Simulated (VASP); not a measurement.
Runs of VASP 6.6.1 on Tl. It takes space group Im-3m (No. 229, cubic). Conventional cell: a = 3.882 Å, b = 3.882 Å, c = 3.882 Å, α = 90.00°, β = 90.00°, γ = 90.00°. Tl (site symmetry m-3m) is surrounded by 8 Tl at 3.36 Å. This isn't the form of Tl at room conditions, which is hcp.

| level | potentials or basis | cell | gap on the mesh (eV) | pressure (GPa) |
| --- | --- | --- | --- | --- |
| LDA | VASP PAW LDA potentials, release 64 (Tl_d) | functional lda, volume scaled by 0.96 | none | -1.1 |
| LDA | VASP PAW LDA potentials, release 64 (Tl_d) | as given | none | -2.5 |
| PBE | VASP PAW PBE potentials, release 64 (Tl_d) | as given | none | (a) |
| r2SCAN | VASP PAW PBE potentials, release 64 (Tl_d) | as given | none | 0.9 |

Alike in all rows: task single point; no spin polarisation; k mesh 13 × 13 × 13; cutoff (eV) 520; smearing fermi-dirac 0.05 eV.

Problem. Estimate the missing entries.

Solution. (a) 2.2.

Caveats: the PAW data sets were made with another functional, which shifts forces and pressure a little (some runs).

A k mesh can miss the band edges, and the runs leave out spin-orbit coupling on Tl.

A gap of «none» marks a metal or a gap under the smearing width.
